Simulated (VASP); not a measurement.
Write the native input for VASP 6.6.1 that does the following.

| Item | Value |
| --- | --- |
| Task | relaxation of cell and atoms |
| Functional | LDA |
| Potentials or basis | VASP PAW LDA potentials, release 64 (Se) |
| Cutoff | 600 eV |
| k mesh | 15 × 15 × 13 |
| Occupations | gaussian, width 0.03 eV |
| Spin | no spin polarisation |
| Target pressure | 110 GPa |
| Further INCAR settings | ALGO = Normal; EDIFF = 1e-06; IBRION = 2; EDIFFG = -0.01; NSW = 90; ISIF = 3 |
| Target pressure | 110 GPa |

The structure of Se lies in POSCAR:

```
Se
1.0
    1.9250000000      1.1113992682      0.8816666667
   -1.9250000000      1.1113992682      0.8816666667
    0.0000000000     -2.2227985364      0.8816666667
Se
1
Direct
    0.0000000000      0.0000000000      0.0000000000
```

This isn't the form of Se at room conditions, which is trigonal, of chains.

These files were run (other wordings do the same):

INCAR

```
ALGO = Normal ; EDIFF = 1E-6
EDIFFG = -0.01 ; ENCUT = 600
IBRION = 2 ; ISIF = 3
ISMEAR = 0 ; LASPH = T
LCHARG = F ; LREAL = F
LWAVE = F ; NELM = 80
NSW = 90 ; PREC = Accurate
PSTRESS = 1100.0 ; SIGMA = 0.03
```

KPOINTS

```
k-points
0
Gamma
  15 15 13
```

Potentials or basis: VASP PAW LDA potentials, release 64 (Se).

Run with:

```sh
$ cat potpaw_LDA.64/Se/POTCAR > POTCAR
$ mpirun -np 1 vasp_std > vasp.out
```

It gave:

The relaxed volume is 12.18 Å³/atom, the relaxed cell is a = 2.437 Å, b = 2.437 Å, c = 2.437 Å, α = 106.63°, β = 106.63°, γ = 106.63° and the space group after relaxing (to 0.05 Å) is R-3m (No. 166). The energy change on relaxing (the enthalpy is what falls) is -691.0 meV/atom and the ionic steps are 12. The pressure after relaxing is 110.0 GPa. The band gap on the k mesh is none (metal or under the smearing width).

Caveat: the cell is relaxed towards a set pressure, so the enthalpy falls and the energy may rise.

It took 4 min on 1 thread of Intel(R) Xeon(R) Platinum 8259CL CPU @ 2.50GHz (Skylake/Cascade Lake) (shared host), peak memory 0.19 GiB.
